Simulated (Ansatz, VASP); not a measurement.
KMgF3: VASP beside Ansatz

File INCAR:

```
PREC = Accurate
ENCUT = 520
EDIFF = 1E-6
ISMEAR = -1
SIGMA = 0.05
LREAL = False
LASPH = True
NELM = 100
ALGO = Normal
ISIF = 2
LWAVE = False
LCHARG = False
GGA = CA
NBANDS = 24
```

The input KPOINTS:

```
Automatic mesh
0
Gamma
  7 7 7
```

POSCAR

```
KMgF3
1.0
    3.9859000000      0.0000000000      0.0000000000
    0.0000000000      3.9859000000      0.0000000000
    0.0000000000      0.0000000000      3.9859000000
K Mg F
1 1 3
Direct
    0.5000000000      0.5000000000      0.5000000000
    0.0000000000      0.0000000000      0.0000000000
    0.0000000000      0.0000000000      0.5000000000
    0.0000000000      0.5000000000      0.0000000000
    0.5000000000      0.0000000000      0.0000000000
```

File input.yaml:

```yaml
crystal:
  lattice:
    - [3.9859, 0.0, 0.0]
    - [0.0, 3.9859, 0.0]
    - [0.0, 0.0, 3.9859]
  atoms:
    - { symbol: K, position: [0.5, 0.5, 0.5] }
    - { symbol: Mg, position: [0.0, 0.0, 0.0] }
    - { symbol: F, position: [0.0, 0.0, 0.5] }
    - { symbol: F, position: [0.0, 0.5, 0.0] }
    - { symbol: F, position: [0.5, 0.0, 0.0] }
kpoints:
  mp_grid: { grid: [7, 7, 7] }
  band_path:
    path:
      - [0.0, 0.0, 0.0]
      - [0.0, 0.5, 0.0]
      - [0.5, 0.5, 0.0]
      - [0.0, 0.0, 0.0]
      - [0.5, 0.5, 0.5]
      - [0.0, 0.5, 0.0]
    npoints: 10
scf:
  occupations: { method: fermi_dirac, width: 0.05 }
hamiltonian:
  xc: lda
  pseudopotentials: { kind: all_electron, lapw: { basis_error: 0.002 } }
output:
  forces: true
  stress: true
  eigenvalues: true
```

Alike in both runs: functional LDA; k mesh 7 × 7 × 7; occupations fermi-dirac, width 0.05 eV; no spin polarisation.

|  | VASP | Ansatz |
| --- | --- | --- |
| version | VASP 6.6.1 | Ansatz 0.2.0 |
| potentials or method | VASP PAW LDA potentials, release 64 (K_sv, Mg, F) | all-electron LAPW, scalar-relativistic |
| plane-wave cutoff (eV) | 520 | see its input |
| task | single point | band structure |

VASP gave:

```
gap on the k mesh at the Fermi level (eV) : 6.99
least direct gap on the mesh (eV)         : 7.28
pressure (GPa)                            : -5.3
```

Question: Which values does Ansatz return?

Answer: gap on the k mesh at the Fermi level (eV): 7.00; least direct gap on the mesh (eV): 7.29; pressure (GPa): -4.4.

Ansatz ran all-electron here, so the differences hold the error of VASP's frozen core and of both bases.

Caveats: an odd mesh through Γ misses points on the zone boundary, where band edges often lie (VASP).
